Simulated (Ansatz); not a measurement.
Spinel MgAl₂O₄ was calculated with PBE (PAW; Ansatz, a program for electronic structure).

Numerical settings: plane-wave cutoff 520 eV, 8×8×8 k mesh, Fermi–Dirac smearing 0.01 eV, scalar-relativistic PAW data made under PBE.

A third-order Birch–Murnaghan fit to the energies gives V0 = 9.734 Å³/atom, B0 = 181 GPa, B′ = 4.1.

```tsv
V (Å³/atom)	P (GPa)
9.344	[?]
9.539	[?]
9.733	0.01
9.928	-3.43
10.123	[?]
```

Task: Estimate the withheld pressures from this fit; the answers are the runs' own values.

Result: 
- 9.344, P (GPa): 8.04
- 9.539, P (GPa): 3.82
- 10.123, P (GPa): -6.55

The formula P = (3/2) B0 (x^(7/3) − x^(5/3)) [1 + (3/4)(B′ − 4)(x^(2/3) − 1)] with x = V0/V meets the computed pressures within 0.01 GPa when these rounded values are put in.

Shape and atoms are relaxed at each volume.

Measured, for comparison: bulk modulus 195 GPa (300 K, copied from a table, unchecked, no zero-point or thermal correction; as tabulated in BurnMan's mineral tables); equilibrium volume per atom 9.40 Å³/atom (0 K, fit to 77–300 K taken to 0 K; as tabulated in Grimes and Al-Ajaj (1992), doi:10.1088/0953-8984/4/30/004). Computed (rounded) less measured: bulk modulus not scored (unchecked), equilibrium volume per atom +3.5 %.

Note: the bulk modulus comes from volumes at which shape and atoms were relaxed.
